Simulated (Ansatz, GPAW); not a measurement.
# Ballistic transport through biphenyl-4,4'-dithiol between two Ir chains, from relaxation to T(E), part 3 of 4

Wanted: T(E) of biphenyl-4,4'-dithiol between two Ir chains at a relaxed geometry in two programs, beside the unrelaxed structure.

GPAW 26.7.0 and Ansatz 0.2.0; Ansatz plane waves; relaxation of the junction with the lead ends held; PAW set soft_1 (the session's first sound run).

So far, conductance of the perfect lead (G₀): step 3 (plane waves, PBE) 5.81.

**4. Double-zeta polarised basis**

The script solves lead and junction separately, takes H and S in the orbital basis, and joins semi-infinite leads through their self-energies; the dzp basis is the working standard.

This step: GPAW LCAO, PAW setups; Landauer transmission from Green's functions with principal layers (ASE), zero bias (GPAW 26.7.0).

The input, run.py:

```python
import json
import numpy as np
from ase import Atoms
from ase.transport.calculators import TransportCalculator
from gpaw import GPAW, FermiDirac
from gpaw.lcao.tools import get_lcao_hamiltonian
from scipy.linalg import eigh

# The junction with lead layers at both ends, along the third cell vector
device = Atoms(
    ['Ir', 'Ir', 'Ir', 'Ir', 'Ir', 'Ir', 'Ir', 'Ir', 'S', 'H', 'C', 'H', 'C', 'C', 'C', 'C', 'H', 'C', 'H', 'H', 'C', 'C', 'H', 'C', 'C', 'H', 'C', 'C', 'H', 'S', 'Ir', 'Ir', 'Ir', 'Ir', 'Ir', 'Ir', 'Ir', 'Ir'],
    positions=[
        [6.25172, 5.40704, 1.15000],
        [6.25172, 5.40704, 3.45000],
        [6.25172, 5.40704, 5.75000],
        [6.25172, 5.40704, 8.05000],
        [6.25172, 5.40704, 10.35000],
        [6.25172, 5.40704, 12.65000],
        [5.27450, 4.45901, 14.50985],
        [5.88613, 4.85331, 16.67569],
        [4.87847, 4.26175, 18.52362],
        [7.56344, 4.95975, 19.95179],
        [5.46887, 4.45740, 20.21271],
        [3.46335, 3.97170, 20.87047],
        [6.76837, 4.75786, 20.66944],
        [4.47627, 4.21783, 21.19169],
        [7.05307, 4.78968, 22.03612],
        [4.76823, 4.27038, 22.55132],
        [8.07097, 5.03464, 22.34245],
        [6.07027, 4.54426, 23.02733],
        [3.97047, 4.04846, 23.26102],
        [8.43056, 3.84909, 24.25182],
        [6.38430, 4.53369, 24.48286],
        [7.65628, 4.14575, 24.96030],
        [4.43667, 5.20777, 25.16492],
        [5.42808, 4.87245, 25.47274],
        [7.94280, 4.07456, 26.32026],
        [8.92953, 3.74012, 26.64307],
        [5.70907, 4.82206, 26.83973],
        [6.97644, 4.40798, 27.29833],
        [4.93561, 5.09961, 27.55590],
        [7.55103, 4.17380, 28.98714],
        [6.59058, 4.83200, 30.83759],
        [7.16134, 4.39623, 33.00615],
        [6.25172, 5.40704, 34.86605],
        [6.25172, 5.40704, 37.16605],
        [6.25172, 5.40704, 39.46605],
        [6.25172, 5.40704, 41.76605],
        [6.25172, 5.40704, 44.06605],
        [6.25172, 5.40704, 46.36605]],
    cell=[[12.50344, 0.0, 0.0], [0.0, 10.81407, 0.0], [0.0, 0.0, 47.51605]],
    pbc=True)

# One principal layer of the lead: the first 5 atoms of the device
lead = Atoms(
    ['Ir', 'Ir', 'Ir', 'Ir', 'Ir'],
    positions=[
        [6.25172, 5.40704, 1.15000],
        [6.25172, 5.40704, 3.45000],
        [6.25172, 5.40704, 5.75000],
        [6.25172, 5.40704, 8.05000],
        [6.25172, 5.40704, 10.35000]],
    cell=[[12.50344, 0.0, 0.0], [0.0, 10.81407, 0.0], [0.0, 0.0, 11.5]],
    pbc=True)

settings = dict(mode='lcao', basis='dzp', xc='PBE', h=0.2,
                occupations=FermiDirac(0.1), maxiter=250,
                mixer=dict(beta=0.1, nmaxold=8, weight=100.0),
                convergence=dict(density=0.0001))
energies = np.arange(-2, 2 + 1e-9, 0.025)
eta = 0.0001
n1, n2 = 1, 1
# k and -k transmit alike, so half of the mesh across the current serves
mesh = [(i, j) for i in range(n1) for j in range(n2) if (i, j) <= (-i % n1, -j % n2)]
weights = np.array([1 if (i, j) == (-i % n1, -j % n2) else 2 for i, j in mesh]) / (n1 * n2)

# [... helper functions left out ...]
fermi_lead = ground_state(lead, (1, 1, 10), 'lead.txt')
fermi_device = ground_state(device, (1, 1, 2), 'device.txt')
# [... loop over the mesh left out, but for ...]
        # Shift the lead onto the potential of the device's first layer
        shift = ((H[:, 0, 0] - H0[:, 0, 0]) / S0[0, 0]).real.mean()
# [...]
kT = 8.617333e-5 * 300
bias = [0.1, 0.2, 0.5, 1.0, 1.5, 2.0]
# [... integrals and printing left out ...]
```

On the command line:

```console
$ OMP_NUM_THREADS=1 OPENBLAS_NUM_THREADS=1 python run.py
```

Log:

```text
basis functions: device 654, principal layer 135
Fermi level: lead -4.4863 eV, device -4.1104 eV; lead shifted by -0.0033 eV
largest coupling past the next layer 1.48e-06 eV, largest misfit of the first layer 0.106 eV
  E-E_F (eV)   T (one spin)  [channel counts left out]
    -2.000    9.8333e-01
    -1.975    9.9042e-01
    -1.950    9.9565e-01
    -1.925    9.9826e-01
    -1.900    9.9710e-01
    -1.875    9.9047e-01
    -1.850    9.7685e-01
    -1.825    9.5431e-01
    -1.800    9.2202e-01
    -1.775    8.8016e-01
    -1.750    8.3012e-01
    -1.725    7.7419e-01
    -1.700    7.1496e-01
    -1.675    6.5473e-01
    -1.650    5.9543e-01
    -1.625    5.3999e-01
[...]
1.825    4.0419e-04
     1.850    3.8356e-04
     1.875    3.3841e-04
     1.900    2.5510e-04
     1.925    1.0560e-04
     1.950    1.3850e-05
     1.975    1.0815e-05
     2.000    9.3075e-06
conductance at 300 K: 0.69941 G0 a cell; thermopower -5.351 uV/K
current from the zero-bias T(E) at 0.1 V: 5.2558 uA
current from the zero-bias T(E) at 0.2 V: 9.5736 uA
current from the zero-bias T(E) at 0.5 V: 16.353 uA
current from the zero-bias T(E) at 1.0 V: 27.606 uA
current from the zero-bias T(E) at 1.5 V: 30.074 uA
current from the zero-bias T(E) at 2.0 V: 30.672 uA
```

It took 16 min on 1 thread of Arm Neoverse N1, shared host; peak memory 2.6 GiB.

This step gave:

| Item | Value |
| --- | --- |
| conductance | 0.6994 G₀ |
| largest coupling past the next principal layer | 1.48e-6 eV |
| largest misfit of the first principal layer | 0.1063 eV |
| shift that aligns the lead | -0.003314 eV |
| basis functions of the junction | 654 |
| basis functions of a principal layer | 135 |
| transmission at the Fermi level (one spin) | 0.7553 |

One spin. The transmission, zone mean by energy, zero at the Fermi level:

```
energy (eV)  transmission, zone mean
     -2.000                    0.983
     -1.900                    0.997
     -1.800                    0.922
     -1.700                    0.715
     -1.600                    0.498
     -1.500                    0.586
     -1.400                    0.779
     -1.350                    0.971
     -1.300                    0.592
     -1.200                   0.0703
     -1.100                   0.0272
     -1.000                   0.0222
     -0.900                   0.0269
     -0.800                   0.0338
     -0.700                   0.0384
     -0.600                   0.0410
     -0.500                   0.0455
     -0.400                   0.0589
     -0.300                   0.0974
     -0.200                    0.206
     -0.100                    0.469
      0.000                    0.755
      0.025                    0.773
      0.100                    0.384
      0.200                    0.212
      0.300                    0.367
      0.400                    0.741
      0.425                    0.742
      0.500                    0.340
      0.600                   0.0402
      0.700                  0.00769
      0.800                  0.00243
      0.900                  0.00106
      1.000                   5.9e-4
      1.100                   3.9e-4
      1.200                   3.0e-4
      1.300                   2.6e-4
      1.400                   2.5e-4
      1.500                   2.6e-4
      1.600                   3.0e-4
      1.700                   3.6e-4
      1.800                   4.1e-4
      1.900                   2.6e-4
      2.000                   9.3e-6
```

Not self-consistent under bias; the bias window is split evenly. Table of current through one cell, from the zero-bias transmission by bias:

```
bias (V)  current through one cell, from the zero-bias transmission (μA)
   0.100                                                            5.26
   0.200                                                            9.57
   0.500                                                            16.4
   1.000                                                            27.6
   1.500                                                            30.1
   2.000                                                            30.7
```

Table of transmission of the three most open eigenchannels by energy, zero at the Fermi level:

```
energy (eV)  channel 1  channel 2  channel 3
     -2.000      0.982     8.4e-4     6.0e-5
     -1.900      0.996     6.8e-4     2.3e-5
     -1.800      0.922     4.6e-4     1.0e-5
     -1.700      0.715     3.5e-4     4.5e-6
     -1.600      0.498     5.8e-4     2.0e-6
     -1.500      0.586     1.4e-5     1.1e-5
     -1.400      0.779     1.6e-5     3.9e-6
     -1.300      0.592     1.0e-5     3.5e-6
     -1.200     0.0703     1.1e-5     2.9e-6
     -1.100     0.0271     1.8e-5     2.4e-6
     -1.000     0.0222     4.6e-5     2.1e-6
     -0.900     0.0267     1.4e-4     2.0e-6
     -0.800     0.0335     3.3e-4     2.1e-6
     -0.700     0.0380     4.3e-4     2.3e-6
     -0.600     0.0407     3.3e-4     2.7e-6
     -0.500     0.0453     2.0e-4     3.5e-6
     -0.400     0.0588     1.2e-4     5.0e-6
     -0.300     0.0973     8.2e-5     6.9e-6
     -0.200      0.206     6.4e-5     7.9e-6
     -0.100      0.468     5.6e-5     6.6e-6
      0.000      0.755     5.2e-5     3.6e-6
      0.100      0.384     7.9e-5     5.9e-7
      0.200      0.212     6.8e-5     1.1e-7
      0.300      0.367     4.8e-5     4.8e-8
      0.400      0.741     3.4e-5     2.9e-8
      0.500      0.340     2.6e-5     1.9e-8
      0.600     0.0402     2.0e-5     1.2e-8
      0.700    0.00767     1.6e-5     7.1e-9
      0.800    0.00241     1.2e-5     2.9e-9
      0.900    0.00105     5.9e-6    2.8e-10
      1.000     5.8e-4     3.8e-6    5.0e-11
      1.100     3.9e-4     2.9e-6    3.3e-11
      1.200     3.0e-4     2.5e-6    2.5e-10
      1.300     2.6e-4     2.3e-6     1.8e-9
      1.400     2.5e-4     2.3e-6     8.5e-9
      1.500     2.6e-4     2.3e-6     3.1e-8
      1.600     3.0e-4     2.4e-6     9.0e-8
      1.700     3.6e-4     2.6e-6     2.1e-7
      1.800     4.1e-4     2.9e-6     3.4e-7
      1.900     2.5e-4     2.9e-6     2.1e-7
      2.000     9.3e-6    1.4e-11          0
```

At the Fermi level T is 0.755 against 0.793 in plane waves. Couplings past the next layer reach 1.5e-6 eV, small enough to drop; the matrix elements of the cell's first layer differ from the bulk lead's by up to 0.11 eV. That layer keeps its own values in the calculation, and only beyond it is the lead taken as perfect. The Fermi levels of lead and junction count from different zeros of potential, one for each periodic cell; with both set to zero, the small remaining shift is what aligns them. Without spin-orbit coupling, which is large for these atoms, channel counts and T are those of the scalar-relativistic bands. By hand: G = 0.6994 × 77.48 μS = 54.2 μS, a resistance of 18.5 kΩ; at 0.1 V a linear junction would pass 5.42 μA, and the integral over the bias window gives 5.26 μA.

**5. GPAW, szp: basis = "szp(dzp)"**

The second zeta is dropped, the polarisation orbitals stay.

run.py, as its differences from that of step 4:

```diff
@@ -65,3 +65,3 @@
 
-settings = dict(mode='lcao', basis='dzp', xc='PBE', h=0.2,
+settings = dict(mode='lcao', basis='szp(dzp)', xc='PBE', h=0.2,
                 occupations=FermiDirac(0.1), maxiter=250,
```

Log:

```text
basis functions: device 398, principal layer 75
Fermi level: lead -4.2056 eV, device -4.1548 eV; lead shifted by -0.0020 eV
largest coupling past the next layer 1.48e-06 eV, largest misfit of the first layer 0.109 eV
  E-E_F (eV)   T (one spin)  [channel counts left out]
    -2.000    9.8335e-01
    -1.975    9.8846e-01
    -1.950    9.9279e-01
[...]
1.975    1.6600e-04
     2.000    2.7307e-05
conductance at 300 K: 0.72854 G0 a cell; thermopower 1.613 uV/K
current from the zero-bias T(E) at 0.1 V: 5.4674 uA
current from the zero-bias T(E) at 0.2 V: 9.9429 uA
current from the zero-bias T(E) at 0.5 V: 16.911 uA
current from the zero-bias T(E) at 1.0 V: 26.418 uA
current from the zero-bias T(E) at 1.5 V: 27.747 uA
current from the zero-bias T(E) at 2.0 V: 27.953 uA
```

Wall time 9.9 min (1 thread); peak memory 2.5 GiB.

Numbers from this step:

| Item | Value |
| --- | --- |
| conductance | 0.7285 G₀ |
| largest misfit of the first principal layer | 0.1094 eV |
| shift that aligns the lead | -0.001969 eV |
| basis functions of the junction | 398 |
| basis functions of a principal layer | 75 |
| transmission at the Fermi level (one spin) | 0.7915 |

One spin. Transmission, zone mean against energy, zero at the Fermi level:

energy (eV), transmission, zone mean and a bar:
```
   -2.000      0.983 ##############################
   -1.900      0.998 ##############################
   -1.800      0.991 ##############################
   -1.700      0.994 ##############################
   -1.600      0.929 ############################
   -1.500      0.396 ############
   -1.400      0.127 ####
   -1.300      0.026 #
   -1.200      0.008 
   -1.100      0.005 
   -1.000      0.005 
   -0.900      0.007 
   -0.800      0.011 
   -0.700      0.016 
   -0.600      0.020 #
   -0.500      0.025 #
   -0.400      0.039 #
   -0.300      0.079 ##
   -0.200      0.206 ######
   -0.100      0.535 ################
    0.000      0.792 ########################
    0.100      0.373 ###########
    0.200      0.216 #######
    0.300      0.412 ############
    0.375      0.637 ###################
    0.400      0.626 ###################
    0.500      0.167 #####
    0.600      0.025 #
    0.700      0.006 
    0.800      0.002 
    0.900      0.001 
    1.000      0.001 
    1.100      0.001 
    1.200      0.001 
    1.300      0.001 
    1.400      0.001 
    1.500      0.002 
    1.600      0.003 
    1.700      0.007 
    1.800      0.033 #
    1.900      0.750 #######################
    2.000      0.000
```

The conductance, 0.729 G₀, lies 4.2 % above that of the dzp run.

**6. GPAW, sz: basis = "sz(dzp)"**

The minimal basis is the cheapest rung: no second zeta and no polarisation.

run.py, as its differences from that of step 5:

```diff
@@ -65,3 +65,3 @@
 
-settings = dict(mode='lcao', basis='szp(dzp)', xc='PBE', h=0.2,
+settings = dict(mode='lcao', basis='sz(dzp)', xc='PBE', h=0.2,
                 occupations=FermiDirac(0.1), maxiter=250,
```

Log:

```text
basis functions: device 256, principal layer 60
Fermi level: lead -4.2223 eV, device -4.2104 eV; lead shifted by 0.0004 eV
largest coupling past the next layer 1.47e-06 eV, largest misfit of the first layer 0.086 eV
  E-E_F (eV)   T (one spin)  channels
    -2.000    9.6666e-01    4.0000
    -1.975    9.6707e-01    4.0000
    -1.950    9.6612e-01    4.0000
[...]
1.975    1.3710e-06    1.0000
     2.000    1.6872e-07    1.0000
conductance at 300 K: 0.65515 G0 a cell; thermopower 1.447 uV/K
current from the zero-bias T(E) at 0.1 V: 4.8849 uA
current from the zero-bias T(E) at 0.2 V: 8.7533 uA
current from the zero-bias T(E) at 0.5 V: 14.287 uA
current from the zero-bias T(E) at 1.0 V: 21.013 uA
current from the zero-bias T(E) at 1.5 V: 21.711 uA
current from the zero-bias T(E) at 2.0 V: 21.814 uA
```

It took 7.4 min on 1 thread; peak memory 2.4 GiB.

This step gave:

- conductance: 0.6552 G₀
- largest coupling past the next principal layer: 1.47e-6 eV
- largest misfit of the first principal layer: 0.08633 eV
- shift that aligns the lead: 3.79e-4 eV
- basis functions of the junction: 256
- basis functions of a principal layer: 60
- transmission at the Fermi level (one spin): 0.7283

The conductance, 0.655 G₀, lies 6.3 % below that of the dzp run.

**7. LDA in the dzp basis: xc = "LDA"**

Back in the dzp basis, the functional changes from PBE to LDA, to set the spread between functionals beside that between bases.

run.py, as its differences from that of step 6:

```diff
@@ -65,3 +65,3 @@
 
-settings = dict(mode='lcao', basis='sz(dzp)', xc='PBE', h=0.2,
+settings = dict(mode='lcao', basis='dzp', xc='LDA', h=0.2,
                 occupations=FermiDirac(0.1), maxiter=250,
```

Log:

```text
basis functions: device 654, principal layer 135
Fermi level: lead -4.7814 eV, device -4.3805 eV; lead shifted by -0.0035 eV
largest coupling past the next layer 1.53e-06 eV, largest misfit of the first layer 0.110 eV
  E-E_F (eV)   T (one spin)  channels
    -2.000    9.7562e-01    4.0000
    -1.975    9.8406e-01    4.0000
    -1.950    9.9113e-01    4.0000
[...]
1.975    9.5402e-06    1.0000
     2.000    8.4970e-06    1.0000
conductance at 300 K: 0.73358 G0 a cell; thermopower -6.02 uV/K
current from the zero-bias T(E) at 0.1 V: 5.5206 uA
current from the zero-bias T(E) at 0.2 V: 10.097 uA
current from the zero-bias T(E) at 0.5 V: 17.457 uA
current from the zero-bias T(E) at 1.0 V: 29.518 uA
current from the zero-bias T(E) at 1.5 V: 31.664 uA
current from the zero-bias T(E) at 2.0 V: 32.255 uA
```

The job ended after 15 min (1 thread; peak memory 2.6 GiB).

Numbers from this step:

- conductance: 0.7336 G₀
- largest coupling past the next principal layer: 1.53e-6 eV
- largest misfit of the first principal layer: 0.1097 eV
- shift that aligns the lead: -0.003519 eV
- basis functions of the junction: 654
- basis functions of a principal layer: 135
- transmission at the Fermi level (one spin): 0.7898

One spin. Transmission, zone mean against energy, zero at the Fermi level:

```
energy (eV)  transmission, zone mean
     -2.000                    0.976
     -1.900                    0.998
     -1.800                    0.945
     -1.700                    0.754
     -1.600                    0.539
     -1.500                    0.621
     -1.400                    0.814
     -1.350                    0.982
     -1.300                    0.612
     -1.200                   0.0750
     -1.100                   0.0281
     -1.000                   0.0226
     -0.900                   0.0269
     -0.800                   0.0334
     -0.700                   0.0380
     -0.600                   0.0404
     -0.500                   0.0442
     -0.400                   0.0571
     -0.300                   0.0965
     -0.200                    0.211
     -0.100                    0.491
      0.000                    0.790
      0.025                    0.808
      0.100                    0.445
      0.200                    0.243
      0.300                    0.453
      0.400                    0.808
      0.500                    0.268
      0.600                   0.0296
      0.700                  0.00605
      0.800                  0.00200
      0.900                   9.1e-4
      1.000                   5.2e-4
      1.100                   3.5e-4
      1.200                   2.8e-4
      1.300                   2.5e-4
      1.400                   2.4e-4
      1.500                   2.6e-4
      1.600                   3.1e-4
      1.700                   3.7e-4
      1.800                   4.1e-4
      1.900                   1.9e-4
      2.000                   8.5e-6
```

The conductance, 0.734 G₀, lies 4.9 % above that of the dzp run.

(Continued in part 4 of 4.)

[Logs are printed without paths, hosts, clocks, repeated set-up lines and the standing remarks that a program may print on its own settings, such as how far it seeks lower states.]

[Hosts, paths, dates, database ids (printed as entryN), source tags and the programs' standing remarks are cut or masked in the printed files.]
